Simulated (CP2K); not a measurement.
Sn:

```
CELL_PARAMETERS angstrom
3.28163 0.00000 0.00000
-1.09388 3.09395 0.00000
-1.09388 -1.54698 2.67944
ATOMIC_POSITIONS crystal
Sn 0.00000 0.00000 0.00000
```

This isn't the form of Sn at room conditions, which is tetragonal (white tin).

| Property | Result |
| --- | --- |
| Program | CP2K 2026.2 |
| Task | single point |
| Functional | PBE |
| Potentials or basis | POTENTIAL_UZH Sn GTH-PBE-q4; TZVP-MOLOPT-PBE-GTH basis |
| Density cutoff | 6123 eV |
| k mesh | 10 × 10 × 10 |
| Occupations | fermi-dirac, width 0.05 eV |
| Spin | no spin polarisation |

On this cell: pressure 1.8 GPa; band gap on the k mesh none (metal or under the smearing width).

The same run follows on a disturbed copy (cell strained at random at fixed volume):

```
Sn
1.0
     3.28323    0.00000    0.00000
    -1.06032    3.09276    0.00000
    -1.08772   -1.50783    2.67917
Sn
1
Direct
  0.00960 0.00631 0.99674
```

Question: What does the disturbed cell give?

Answer: The energy (extrapolated to zero smearing) moves by -0.6 meV/atom; pressure 1.8 GPa; band gap on the k mesh none (metal or under the smearing width).

Stress tensor (GPa, compression positive):
```
1.73 0.32 0.10
0.32 1.98 0.19
0.10 0.19 1.83
```

Caveats: the basis of atomic orbitals isn't converged, which shifts pressures, moduli and gaps.
